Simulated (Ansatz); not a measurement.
The system is CdS (Greenockite).

```xyz
4
Lattice="4.1500 0.0000 0.0000 -2.0750 3.5940 0.0000 0.0000 0.0000 6.7370" Properties=species:S:1:pos:R:3 pbc="T T T"
Cd    2.0750    1.1980    3.3685
Cd    0.0000    2.3960    0.0000
S     2.0750    1.1980    5.8949
S     0.0000    2.3960    2.5264
```

Base run:

- Program: Ansatz 0.2.0
- Functional: PBEsol
- Potentials or basis: Ansatz PAW
- Cutoff: 420 eV (not typed: the program's choice for these potentials)
- k mesh: 5 × 5 × 3
- Occupations: fermi-dirac, width 0.05 eV
- Spin: spin-orbit coupling, no magnetisation

Its results: band gap on the k mesh 1.04 eV, direct; pressure -1.0 GPa; largest force 0.062 eV/Å.

Problem. The run is repeated on the same cell with these changes: functional from PBEsol to LDA. What comes out?

Solution. Band gap on the k mesh 0.89 eV, direct; pressure -3.2 GPa; largest force 0.058 eV/Å.

LDA binds more tightly than PBEsol, so the same cell stands under less pressure.

Caveats: the PAW data sets come from PBE, with cores solved anew for the run's functional, which leaves a small shift of forces and pressure.
